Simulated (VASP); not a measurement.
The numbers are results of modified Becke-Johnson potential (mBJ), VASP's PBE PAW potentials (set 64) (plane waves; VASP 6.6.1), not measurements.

VASP ran on this input.

File KPOINTS:
```
Automatic mesh
0
Gamma
4 4 4
0 0 0
```

### INCAR
```
SYSTEM = CsI
PREC = Accurate
ENCUT = 520
EDIFF = 1E-6
NELM = 200
ALGO = Normal
LREAL = .FALSE.
LASPH = .TRUE.
ISMEAR = 0
SIGMA = 0.05
METAGGA = MBJ
LMIXTAU = .TRUE.
LMAXMIX = 4
LWAVE = .FALSE.
LCHARG = .FALSE.
ISIF = 0
```

### POSCAR
```
CsI
1
    4.6709246997     0.0000000000     0.0000000000
    0.0000000000     4.6709246997     0.0000000000
    0.0000000000     0.0000000000     4.6709246997
Cs I
1 1
Direct
  0.0000000000   0.0000000000   0.0000000000
  0.5000000000   0.5000000000   0.5000000000
```

File KPOINTS_OPT:
```
k-points along high-symmetry lines
11
Line-mode
Reciprocal
  0.000000   0.000000   0.000000 ! GAMMA
  0.000000   0.500000   0.000000 ! X

  0.000000   0.500000   0.000000 ! X
  0.500000   0.500000   0.000000 ! M

  0.500000   0.500000   0.000000 ! M
  0.000000   0.000000   0.000000 ! GAMMA

  0.000000   0.000000   0.000000 ! GAMMA
  0.500000   0.500000   0.500000 ! R

  0.500000   0.500000   0.500000 ! R
  0.000000   0.500000   0.000000 ! X

  0.500000   0.500000   0.500000 ! R
  0.500000   0.500000   0.000000 ! M
```

POTCAR, in this order: Cs_sv I (PBE.64 set). Program: vasp_std. Read from the step before: WAVECAR.

Output of the run:

**OUTCAR**
```
 ion  position               nearest neighbor table
   1  0.000  0.000  0.000-
   2  0.500  0.500  0.500-
  LATTYP: Found a simple cubic cell.
 ALAT       =     4.6709246997
 Subroutine PRICEL returns:
 Original cell was already a primitive cell.
 Subroutine GETGRP returns: Found 48 space group operations
The static configuration has the point symmetry O_h .
The dynamic configuration has the point symmetry O_h .
 Subroutine INISYM returns: Found 48 space group operations
 Subroutine IBZKPT returns following result:
 Found     10 irreducible k-points:

 Following reciprocal coordinates:
            Coordinates               Weight
  0.000000  0.000000  0.000000      1.000000
  0.250000  0.000000  0.000000      6.000000
  0.500000  0.000000  0.000000      3.000000
  0.250000  0.250000  0.000000     12.000000
  0.500000  0.250000  0.000000     12.000000
  0.500000  0.500000  0.000000      3.000000
  0.250000  0.250000  0.250000      8.000000
  0.500000  0.250000  0.250000     12.000000
  0.500000  0.500000  0.250000      6.000000
  0.500000  0.500000  0.500000      1.000000
   k-points           NKPTS =     10   k-points in BZ     NKDIM =     10   number of bands    NBANDS=     12
   number of dos      NEDOS =    301   number of ions     NIONS =      2
   total plane-waves  NPLWV =  46656
   dimension x,y,z NGX =    36 NGY =   36 NGZ =   36
   dimension x,y,z NGXF=    72 NGYF=   72 NGZF=   72
   ions per type =               1   1
   PREC   = accura    normal or accurate (medium, high low for compatibility)
   ISTART =      1    job   : 0-new  1-cont  2-samecut
   ICHARG =      0    charge: 1-file 2-atom 10-const
   ISPIN  =      1    spin polarized calculation?
   LNONCOLLINEAR =      F non collinear calculations
   LSORBIT =      F    spin-orbit coupling
   INIWAV =      1    electr: 0-lowe 1-rand  2-diag
   ENCUT  =  520.0 eV  38.22 Ry    6.18 a.u.   8.68  8.68  8.68*2*pi/ulx,y,z
   NELM   =    200;   NELMIN=  2; NELMDL=  0     # of ELM steps
   EDIFF  = 0.1E-05   stopping-criterion for ELM
   LREAL  =      F    real-space projection
   NLSPLINE    = F    spline interpolate recip. space projectors
   LMAXMIX     =    4 max onsite mixed and CHGCAR
   VOSKOWN=      0    Vosko Wilk Nusair interpolation
   EDIFFG = 0.1E-04   stopping-criterion for IOM
   NSW    =      0    number of steps for IOM
   NBLOCK =      1;   KBLOCK =      1    inner block; outer block
   IBRION =     -1    ionic relax: 0-MD 1-quasi-New 2-CG
   NFREE  =      0    steps in history (QN), initial steepest desc. (CG)
   ISIF   =      0    stress and relaxation
   ISYM   =      2    0-nonsym 1-usesym 2-fastsym
   TEIN   =    0.0    initial temperature
   TEBEG  =    0.0;   TEEND  =   0.0 temperature during run
   SMASS  =  -3.00    Nose mass-parameter (am)
   PSTRESS=    0.0 pullay stress
   NELECT =      16.0000    total number of electrons
   EFERMI =   0.00;   METHOD = LEGACY
   ISMEAR =     0;   SIGMA  =   0.05  broadening in eV -4-tet -1-fermi 0-gaus
   IALGO  =     38    algorithm
   LDIAG  =      T    sub-space diagonalisation (order eigenvalues)
   IMIX   =      4    mixing-type and parameters
     AMIX     =   0.40;   BMIX     =  1.00
     AMIX_MAG =   1.60;   BMIX_MAG =  1.00
     AMIN     =   0.10
   METAGGA = MBJ    functional components
   VOSKOWN =     0    Vosko Wilk Nusair interpolation
   LHFCALC =     F    Hartree Fock is set to
   LHFONE  =     F    Hartree Fock one center treatment
   AEXX    =    0.0000 exact exchange contribution
   IVDW    =     0    specifies the selected vdW correction
   LEPSILON=     F    determine dielectric tensor
   LRPA    =     F    only Hartree local field effects (RPA)
  energy-cutoff  :      520.00
...
```

File OSZICAR:
```
       N       E                     dE             d eps       ncg     rms          rms(c)
DAV:   1     0.714970444765E+03    0.71497E+03   -0.13386E+00   240   0.125E+01    0.160E+00
DAV:   2     0.714830715495E+03   -0.13973E+00   -0.13839E+00   256   0.969E+00    0.593E+00
DAV:   3     0.714777012011E+03   -0.53703E-01   -0.22245E-02   296   0.118E+00    0.662E+00
DAV:   4     0.715136680214E+03    0.35967E+00   -0.89484E-02   248   0.248E+00    0.446E+00
DAV:   5     0.715326856003E+03    0.19018E+00   -0.41312E-02   256   0.173E+00    0.382E+00
DAV:   6     0.715413813555E+03    0.86958E-01   -0.54174E-02   256   0.167E+00    0.327E+00
DAV:   7     0.715703636094E+03    0.28982E+00   -0.41973E-02   240   0.194E+00    0.184E+00
DAV:   8     0.715792284320E+03    0.88648E-01   -0.11866E-02   272   0.834E-01    0.185E+00
DAV:   9     0.715742701841E+03   -0.49582E-01   -0.64207E-03   240   0.610E-01    0.244E+00
DAV:  10     0.715803818519E+03    0.61117E-01   -0.29327E-03   240   0.394E-01    0.145E+00
DAV:  11     0.715941359138E+03    0.13754E+00   -0.88605E-03   240   0.977E-01    0.529E-01
DAV:  12     0.716033325772E+03    0.91967E-01   -0.33823E-03   240   0.630E-01    0.832E-02
DAV:  13     0.716027614469E+03   -0.57113E-02   -0.11803E-03   248   0.283E-01    0.318E-01
DAV:  14     0.716027775810E+03    0.16134E-03   -0.24812E-05   272   0.529E-02    0.289E-01
DAV:  15     0.716036688252E+03    0.89124E-02   -0.68227E-05   244   0.883E-02    0.140E-01
DAV:  16     0.716073297575E+03    0.36609E-01   -0.29537E-04   240   0.182E-01    0.236E-01
DAV:  17     0.716066110396E+03   -0.71872E-02   -0.15431E-04   240   0.107E-01    0.792E-02
DAV:  18     0.716064523504E+03   -0.15869E-02   -0.39241E-05   240   0.608E-02    0.100E-01
DAV:  19     0.716062611264E+03   -0.19122E-02   -0.64551E-05   240   0.888E-02    0.746E-02
DAV:  20     0.716054751247E+03   -0.78600E-02   -0.20615E-05   240   0.528E-02    0.243E-02
DAV:  21     0.716053171184E+03   -0.15801E-02   -0.97503E-06   240   0.325E-02    0.322E-02
DAV:  22     0.716050777332E+03   -0.23939E-02   -0.12918E-06   172   0.153E-02    0.201E-02
DAV:  23     0.716049705723E+03   -0.10716E-02   -0.66321E-07   124   0.822E-03    0.154E-02
DAV:  24     0.716048799537E+03   -0.90619E-03   -0.25367E-07   120   0.545E-03    0.809E-03
DAV:  25     0.716048404220E+03   -0.39532E-03   -0.19675E-07   128   0.490E-03    0.578E-03
DAV:  26     0.716048088869E+03   -0.31535E-03   -0.48637E-08   120   0.246E-03    0.357E-03
DAV:  27     0.716048018401E+03   -0.70468E-04   -0.28413E-08   120   0.161E-03    0.337E-03
DAV:  28     0.716047914897E+03   -0.10350E-03   -0.98195E-09   120   0.959E-04    0.207E-03
DAV:  29     0.716047811848E+03   -0.10305E-03   -0.70218E-09   120   0.810E-04    0.111E-03
DAV:  30     0.716047750146E+03   -0.61702E-04   -0.37953E-09   120   0.616E-04    0.730E-04
DAV:  31     0.716047681375E+03   -0.68771E-04   -0.23149E-09   120   0.493E-04    0.257E-04
DAV:  32     0.716047672141E+03   -0.92340E-05   -0.14073E-09   120   0.375E-04    0.282E-04
DAV:  33     0.716047657817E+03   -0.14324E-04   -0.39059E-10   120   0.174E-04    0.204E-04
DAV:  34     0.716047653289E+03   -0.45285E-05   -0.21398E-10   120   0.117E-04    0.173E-04
DAV:  35     0.716047642800E+03   -0.10489E-04   -0.83396E-11   120   0.789E-05    0.718E-05
DAV:  36     0.716047638391E+03   -0.44086E-05   -0.54471E-11   120   0.584E-05    0.582E-05
DAV:  37     0.716047635305E+03   -0.30866E-05   -0.72633E-12   120   0.364E-05    0.291E-05
DAV:  38     0.716047630717E+03   -0.45880E-05   -0.12297E-11   120   0.325E-05    0.110E-05
DAV:  39     0.716047630900E+03    0.18380E-06    0.45937E-12   120   0.172E-05
   1 F= 0.71604763E+03 E0= 0.71604763E+03  d E =-.860213E-13
       N       E                     dE             ncg
       N       E                     dE             ncg
       N       E                     dE             ncg
       N       E                     dE             ncg
       N       E                     dE             ncg
       N       E                     dE             ncg
       N       E                     dE             ncg
```

OUTCAR:
```
------------------------ aborting loop because EDIFF is reached ----------------------------------------
  volume of cell :      101.91
      direct lattice vectors                 reciprocal lattice vectors
     4.670924700  0.000000000  0.000000000     0.214090371  0.000000000  0.000000000
     0.000000000  4.670924700  0.000000000     0.000000000  0.214090371  0.000000000
     0.000000000  0.000000000  4.670924700     0.000000000  0.000000000  0.214090371
 POSITION                                       TOTAL-FORCE (eV/Angst)
 -----------------------------------------------------------------------------------
      0.00000      0.00000      0.00000         0.000000      0.000000      0.000000
      2.33546      2.33546      2.33546         0.000000      0.000000      0.000000
 -----------------------------------------------------------------------------------
    total drift:                               -0.000000      0.000000      0.000000
  FREE ENERGIE OF THE ION-ELECTRON SYSTEM (eV)
  ---------------------------------------------------
  free  energy   TOTEN  =       716.0476309004 eV

  energy  without entropy=      716.0476309004  energy(sigma->0) =      716.04763090

     CMBJ =    1.0000

     CMBJA=   -0.0120

     CMBJB=    1.0230

     CMBJE=    0.5000

    CMBJ =    1.2748
```
(Selected blocks of OUTCAR.)

OUTCAR:
```
 val. band max:        0.4810547999   @ k =   0.5000   0.5000   0.0000

 cond. band min:       5.7501762090   @ k =   0.0000   0.0000   0.0000


 Fermi energy:         0.7232108125

 k-point     1 :       0.0000    0.0000    0.0000
  band No.  band energies     occupation
      1     -20.0834      2.00000
      2      -9.8540      2.00000
      3      -6.7848      2.00000
      4      -6.7848      2.00000
      5      -6.7848      2.00000
      6       0.4037      2.00000
      7       0.4037      2.00000
      8       0.4037      2.00000
      9       5.7502      0.00000
     10       5.8732      0.00000
     11       5.8732      0.00000
     12       8.5094      0.00000

 k-point     2 :       0.2500    0.0000    0.0000
  band No.  band energies     occupation
      1     -20.0762      2.00000
      2      -9.8543      2.00000
      3      -6.8248      2.00000
      4      -6.7662      2.00000
      5      -6.7662      2.00000
      6      -0.1694      2.00000
      7       0.3592      2.00000
      8       0.3592      2.00000
      9       6.2224      0.00000
     10       6.6555      0.00000
     11       6.9260      0.00000
     12       8.5193      0.00000

 k-point     3 :       0.5000    0.0000    0.0000
  band No.  band energies     occupation
      1     -20.0690      2.00000
      2      -9.8563      2.00000
      3      -6.8579      2.00000
      4      -6.7476      2.00000
      5      -6.7476      2.00000
      6      -0.6330      2.00000
      7       0.3134      2.00000
      8       0.3134      2.00000
      9       6.8638      0.00000
     10       7.9593      0.00000
     11       8.0664      0.00000
     12       8.2094      0.00000

 k-point     4 :       0.2500    0.2500    0.0000
  band No.  band energies     occupation
      1     -20.0693      2.00000
      2      -9.8232      2.00000
      3      -6.8926      2.00000
      4      -6.8052      2.00000
      5      -6.7510      2.00000
      6      -0.1832      2.00000
...
```

mBJ is a potential without an energy functional, so only the levels count. Unless said otherwise, spin-orbit coupling is left out, though it shifts the bands of the heavy elements here.

The compound is CsI in the CsCl type structure. It was relaxed first, which changed the volume by +7 %. The cell's shape comes from a PBE relaxation.
